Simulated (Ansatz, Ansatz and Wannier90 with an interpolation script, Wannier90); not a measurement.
## From a coarse GW mesh to bands everywhere: AlN (honeycomb monolayer)

Wanted: quasiparticle gap and band widths of AlN (honeycomb monolayer) over the whole zone.

Program: Ansatz 0.2.0. Level of theory: PBE, Wannier functions and G0W0, plane waves, PAW. Results are calculated unless marked as measured.

Report form: the programs' logs are mostly left out.

### Step 1. Set-up

The cell holds 2 atoms: 1 Al and 1 N. Its edges and angles: a = 3.127 Å, b = 3.127 Å, c = 23.200 Å, α = 90.0°, β = 90.0°, γ = 120.0°. Vacuum lies along c.

The structure was relaxed with PBE. The structure was generated from a model, not taken from a measurement. The runs that relaxed it are not among those shown. The default PAW set here is soft_2. Its files were made with PBE. The Coulomb interaction is cut off across the vacuum.

### Step 2. PBE bands

Levels along a band path, at the cheap level, show where the edges lie and whether the meshes to come will hold them.

This step: DFT, PBE, plane waves, PAW.

input.yaml reads:

```yaml
crystal:
  lattice:
    - [3.1269253043, 0.0, 0.0]
    - [-1.5634626521, 2.7079967493, 0.0]
    - [0.0, 0.0, 23.2]
  atoms:
    - { symbol: Al, position: [0.3333333333, 0.6666666667, 0.5000002682] }
    - { symbol: "N", position: [0.6666666667, 0.3333333333, 0.4999997318] }
  periodic: [true, true, false]
kpoints:
  mp_grid: { grid: [12, 12, 1] }
  band_path:
    path:
      - [0, 0, 0]
      - [0.5, 0, 0]
      - [0.3333333333333, 0.3333333333333, 0]
      - [0, 0, 0]
    npoints: 10
hamiltonian:
  xc: pbe
scf:
  occupations: { method: fermi_dirac, width: 0.02 }
  n_extra_bands: 96
output:
  eigenvalues: true
  fatbands: true
  write_density: true
  write_potential: true
  elf: true
  volumetric_format: npy
```

Started as:

```bash
> ansatz run input.yaml --threads 12 --pin off --max-ram 22118MiB --backend cpu --events-out ev --progress --plain --runs-dir out
```

Elapsed: 10 s, on 12 threads of Arm Neoverse V2, shared host; peak memory 1.6 GiB.

Numbers from this step:

* filled bands: 4
* gap: 2.906 eV
* valence top at: K
* conduction bottom at: Γ
* least direct gap: 3.621 eV

The gap is indirect, with the least direct gap 0.72 eV higher.

ELF in the ca plane at fractional y = 0.333, with atoms of N within 0.2 Å of it. It is the smooth field of the valence electrons, not physical close to the nuclei.

Ten even steps from '0' (0.00) to '9' (0.83), each cell a mean:
```
00000000000000000246899986420000000000000000
00000000000000001357986897531000000000000000
00000000000000001357961698531000000000000000
00000000000000001357997997531000000000000000
00000000000000000136899986420000000000000000
00000000000000000013456553100000000000000000
00000000000000000011221221100000000000000000
00000000000000000023567654210000000000000000
```
Columns run along c (16.0 Å, from fractional 0.16 to 0.84 of the cell), rows up along a (3.1 Å). Atoms in or near the plane, at fractional coordinates: N at (0.50, 0.67).

Valence density in the ca plane at fractional y = 0.333, with atoms of N within 0.2 Å of it. It is the smooth field of the valence electrons, not physical close to the nuclei.

Ten steps, logarithmic in the rise over the least value, from '0' (0.0 e/Å³) to '9' (3.6 e/Å³), each cell a mean:
```
00000000000000000013567653100000000000000000
00000000000000000014689864200000000000000000
00000000000000000024799974210000000000000000
00000000000000000013689864200000000000000000
00000000000000000013467653100000000000000000
00000000000000000012344432100000000000000000
00000000000000000012233332100000000000000000
00000000000000000012345432100000000000000000
```
Columns run along c (16.0 Å, from fractional 0.16 to 0.84 of the cell), rows up along a (3.1 Å). Atoms in or near the plane, at fractional coordinates: N at (0.50, 0.67).

### Step 3. Overlaps and projections on 24×24×1

This step: overlaps and projections of PBE states for Wannier90, plane waves, PAW.

input.yaml, the sections that differ from step 2:

```yaml
kpoints:
  mp_grid: { grid: [12, 12, 1] }
scf:
  occupations: { method: fixed }
  n_extra_bands: 96
output:
  wannier:
    kmesh: [24, 24, 1]
    projections:
      - { species: Al, l: s, shell: 3 }
      - { species: Al, l: p, shell: 3 }
      - { species: "N", l: p, shell: 2 }
    minimise: false
    seedname: w
    disentanglement: { window: [-10.29, 11.44], frozen_window: [-10.29, 0.09] }
# crystal, hamiltonian: as in step 2
```

The job ended after 20 s (12 threads; peak memory 4 GiB; 3.6 min of CPU time).

### Step 4. Wannier functions by Wannier90 (Al:3s Al:3p N:2p) on 24×24×1

Localised functions give a small Hamiltonian that interpolates between mesh points at no cost.

This step: maximally localised Wannier functions from the overlaps of PBE states (plane waves, PAW).

w.win reads:

```
num_iter = 1200
conv_tol = 1.0e-8
conv_window = 5
dis_num_iter = 4000
dis_conv_tol = 1.0e-8
dis_mix_ratio = 0.7
write_hr = true
use_ws_distance = false
num_print_cycles = 50
! ansatz wannier90 interface
! projections by site (counted from 0) and shell: 0 3S, 0 3P, 1 2P
! states of the run's bands (counted from 1): 1-29
num_bands = 29
num_wann  = 7
dis_win_min = -10.29
dis_win_max = 11.44
dis_froz_min = -10.29
dis_froz_max = 0.09
guiding_centres = true
shell_list = 5 1

begin unit_cell_cart
Ang
       3.1269253043229863  -2.8867473209213818e-11                      0.0
      -1.5634626521364932       2.7079967492945265                      0.0
                      0.0                      0.0                     23.2
end unit_cell_cart

begin atoms_frac
Al        0.3333333333333333       0.6666666666666666                      0.5
N         0.6666666666666666       0.3333333333333333                      0.5
end atoms_frac

mp_grid = 24 24 1

[... the mesh's points ...]
```

Started as:

```bash
> OMP_NUM_THREADS=1 mpirun -n 8 wannier90.x w > wannier90.x.log
```

Run time: 13 s. Hardware: 8 MPI ranks; 1.7 min of CPU time.

This step gave:

```yaml
gauge_invariant_spread: 15.02 Å²
diagonal_spread: 0.2080 Å²
off_diagonal_spread: 2.249 Å²
total_spread: 17.48 Å²
disentanglement_steps: 522
r_m_s_interpolation_error: 2.52e-4 eV
r_m_s_error_near_the_gap: 3.13e-4 eV
```

Near the gap the model misses directly solved bands by 0.3 meV r.m.s. and by 2 meV at most in the window tested. This tests the starting bands, not the corrections carried with them.

Wannier functions, by row:

```csv
function,x (Å),y (Å),z (Å),spread (Å²),nearest atom,distance (Å)
1,0,1.887,10.13,2.976,Al1,1.467
2,0,1.887,-10.13,2.976,Al1,1.467
3,0,2.233,-11.6,3.95,Al1,0.428
4,0,1.201,11.6,3.765,Al1,0.605
5,1.563,0.903,-11.6,1.613,N2,0
6,1.563,0.996,11.6,1.131,N2,0.094
7,1.563,0.821,11.6,1.069,N2,0.082
```

Frozen up to 5.41 eV; above it the model need not follow the bands. The electronic bands at the labelled points (eV, zero at the valence-band top):

```csv
point,band 2,band 3,band 4,band 5,band 6,band 7,band 8
Γ,-2.25,-0.72,-0.72,2.91,4.87,11.96,11.96
halfway,-2.99,-1.45,-1.11,4.51,5.79,9.34,13.88
M,-4.83,-1.45,-0.29,5.32,6.16,8.53,16.26
halfway,-4.53,-2.35,-0.16,5.72,7.14,8.71,13.53
K,-3.83,-3.60,0.00,6.05,8.09,9.17,11.59
halfway,-3.26,-1.53,-1.22,5.00,5.97,9.22,13.86
Γ,-2.25,-0.72,-0.72,2.91,4.87,11.96,11.96
```

The same for Kohn-Sham, solved directly:

```csv
point,band 2,band 3,band 4,band 5,band 6,band 7,band 8
Γ,-2.25,-0.72,-0.72,2.91,4.87,5.49,6.01
M,-4.83,-1.45,-0.29,5.32,6.14,8.31,9.53
K,-3.83,-3.60,0.00,6.03,8.08,8.30,9.14
Γ,-2.25,-0.72,-0.72,2.91,4.87,5.49,6.01
```

### Step 5. G0W0 at every point of the mesh: 12×12×1 mesh, 319 empty bands, screening to 80 eV

Now the one-shot GW correction: screening in the RPA, then the self-energy of the levels asked for.

This step: G0W0 on PBE, plane waves, PAW.

input.yaml, the sections that differ from step 3:

```yaml
scf:
  occupations: { method: fixed }
gw:
  n_empty_bands: 319
  ecut_chi: 80.0
  qp_bands: [v3, c2]
  screening: { model: contour_deformation }
# crystal, kpoints, hamiltonian: as in step 3
# output: removed
```

Started as:

```bash
> ansatz run input.yaml --threads 12 --pin off --max-ram 22118MiB --backend cpu --events-out ev --progress --plain --runs-dir out
```

Run time: 4 min. Hardware: 12 threads; peak memory 4.8 GiB.

This step gave:

```
bands summed                                 : 323
plane waves in the screening matrix          : 309
q-points in the mesh                         : 144
G0W0 gap on the mesh                         : 5.270 eV
k of the valence top                         : 0.3333, 0.3333, 0
k of the conduction bottom                   : 0, 0, 0
starting gap on the mesh                     : 2.906 eV
Z at the valence top                         : 0.7680
Z at the conduction bottom                   : 0.8542
least direct G0W0 gap on the computed points : 5.897 eV
```

The gap on the mesh goes from 2.91 eV to 5.27 eV, a correction of +2.36 eV. Between the two edge states, bare exchange in place of the xc potential would open the gap by 7.17 eV, and correlation takes back 4.81 eV.

### Step 6. Interpolating the corrections

A script adds the corrections, carried to the Wannier functions and back, to the PBE levels, along the path and on a 26×26×1 mesh.

- G0W0 gap over the zone: 5.27 eV
- valence top at: K
- conduction bottom at: Γ
- starting gap over the zone: 2.906 eV
- least direct G0W0 gap: 5.896 eV
- G0W0 gap on the mesh: 5.270 eV
- valence width, start: 4.825 eV
- valence width, G0W0: 5.005 eV
- gap by a rigid shift: 5.270 eV

Levels solved directly plus the interpolated quasiparticle correction. Limits: finite bands, cutoff and mesh; gap short on this mesh. Quasiparticle bands along the path, in eV, zero at the valence-band top of each set:

```csv
point,band 2,band 3,band 4,band 5
Γ,-2.59,-0.63,-0.63,5.27
halfway,-3.13,-1.71,-1.09,6.91
M,-5.00,-1.49,-0.35,7.77
halfway,-4.72,-2.48,-0.20,8.06
K,-3.99,-3.83,0.00,8.51
halfway,-3.40,-1.58,-1.44,7.39
Γ,-2.59,-0.63,-0.63,5.27
```

The same for PBE:

```csv
point,band 2,band 3,band 4,band 5
Γ,-2.25,-0.72,-0.72,2.91
M,-4.83,-1.45,-0.29,5.32
K,-3.83,-3.60,0.00,6.03
Γ,-2.25,-0.72,-0.72,2.91
```

Minima of the lowest conduction band, from levels solved directly at the displaced points, plus the interpolated correction; masses are left empty at degenerate points, on flat bands and where the interpolated correction rules the curvature; G0W0 masses are rough. Conduction valleys, by row:

```csv
point,k (reciprocal lattice),valleys in the zone,G0W0 level above the valence top (eV),PBE level above the valence top (eV),G0W0 principal masses (m_e),PBE principal masses (m_e)
Γ,0.000 0.000 0.000,1,5.27,2.906,0.484 0.485,0.494 0.494
```

Second differences of levels solved directly at the displaced points, plus the interpolated correction, at the quasiparticle band edges; no spin-orbit coupling; left empty where the band is flat or the interpolated correction rules the curvature. Effective masses, by row:

```csv
carrier,point,Cartesian direction,band,PBE mass (m_e),G0W0 mass (m_e)
hole,K,100,4,1.507,1.268
hole,K,010,4,1.509,1.169
hole,K,110,4,1.507,1.216
electron,Γ,100,5,0.493,0.484
electron,Γ,010,5,0.493,0.482
electron,Γ,110,5,0.493,0.483
```

The density of states has structure finer than the step of the table below, so its rows give means over 0.5 eV, whole bins alone (the curve runs from -6 to 7.7 eV). Peaks (eV: height): G0W0 -4.40: 1.48, -1.50: 2.16; PBE -4.20: 1.50, -1.40: 2.38, -0.30: 1.81, 5.90: 4.03.

Wannier model on a dense mesh, Gaussian width 0.15 eV. Limits: finite bands, cutoff and mesh; gap short on this mesh. Density of states against energy, zero at the valence-band top of each set; means over each step; values in states/eV/cell:

```csv
energy (eV),G0W0,PBE
-5.5,0.00203,1.1e-5
-5.0,0.526,0.192
-4.5,1.29,1.12
-4.0,0.775,1.09
-3.5,0.562,0.566
-3.0,0.618,0.618
-2.5,1.04,0.769
-2.0,1.43,1.43
-1.5,2.00,2.15
-1.0,1.71,1.86
-0.5,1.47,1.46
0.0,0.582,0.744
0.5,0.00169,0.00211
1.0,0,0
1.5,0,0
2.0,0,0
2.5,0,0.00223
3.0,0,0.137
3.5,0,0.255
4.0,0,0.312
4.5,0,0.365
5.0,0.0148,0.790
5.5,0.186,1.86
6.0,0.268,2.82
6.5,0.332,0.584
7.0,0.658,0.375
```

Corrections by starting level (eV, on the run's own energy scale, so only their differences matter):

```csv
start,correction
-4.25,−1.53
-3.60,−1.58
-2.58,−1.46
-1.97,−1.67
-1.58,−1.40
-1.28,−1.36
-0.94,−1.54
-0.71,−1.26
-0.31,−1.42
0.00,−1.35
2.91,+1.01
3.17,+1.01
4.99,+0.62
5.32,+1.10
5.71,+1.18
5.88,+1.17
6.14,+1.34
8.09,+1.30
```

### Step 7. HSE06 bands, for comparison

This step: DFT, HSE06, plane waves, PAW.

input.yaml reads:

```yaml
crystal:
  lattice:
    - [3.1269253043, 0.0, 0.0]
    - [-1.5634626521, 2.7079967493, 0.0]
    - [0.0, 0.0, 23.2]
  atoms:
    - { symbol: Al, position: [0.3333333333, 0.6666666667, 0.5000002682] }
    - { symbol: "N", position: [0.6666666667, 0.3333333333, 0.4999997318] }
  periodic: [true, true, false]
kpoints:
  mp_grid: { grid: [6, 6, 1] }
  band_path:
    path:
      - [0, 0, 0]
      - [0.5, 0, 0]
      - [0.3333333333333, 0.3333333333333, 0]
      - [0, 0, 0]
    npoints: 10
hamiltonian:
  xc: hse06
scf:
  occupations: { method: fixed }
  n_extra_bands: 4
output:
  eigenvalues: true
```

Elapsed: 25 s, on 12 threads; peak memory 0.89 GiB.

Numbers from this step:

```
filled bands         : 4
gap                  : 4.018 eV
valence top at       : K
conduction bottom at : Γ
least direct gap     : 4.830 eV
```

The gap stands +1.11 eV against PBE.

### Step 8. Results

```
PBE gap                             : 2.91 eV
G0W0 gap over the zone              : 5.27 eV, indirect
least direct G0W0 gap, in the model : 5.90 eV
GW settings                         : 12×12×1 mesh, 319 empty bands, screening to 80 eV
known limits                        : not at the basis limit
```

**Reading.** The Wannier model follows the PBE bands to under 1 meV r.m.s. near the gap. The G0W0 gap over the zone is 5.27 eV, indirect, from K to Γ; on the mesh alone it is 5.27 eV, nearly the same. The valence width in the model goes from 4.83 eV to 5.00 eV. At the band edge the lightest electron mass is 0.49 m_e at the start and 0.48 m_e in G0W0; the G0W0 masses rest on corrections from the 12×12×1 mesh alone and are rough. HSE06 gives a gap of 4.02 eV on the same path. Bands and cutoff are finite, so the gap is not at the basis limit. The miss can reach some tenths of an eV and take either sign; the mesh is an error of its own. Above the frozen window of the model the interpolated levels need not meet the computed ones, even at points of the mesh.

[Paths, hosts, dates, memory and timing lines, banners, echoed tables and standing remarks are left out of the program output.]

[Logs are printed without paths, hosts, clocks, repeated set-up lines and the standing remarks that a program may print on its own settings, such as how far it seeks lower states.]

[Runs of the session that timed out or met a known fault of the program may be left out.]

[Hosts, paths, dates, database ids (printed as entryN), source tags and the programs' standing remarks are cut or masked in the printed files.]
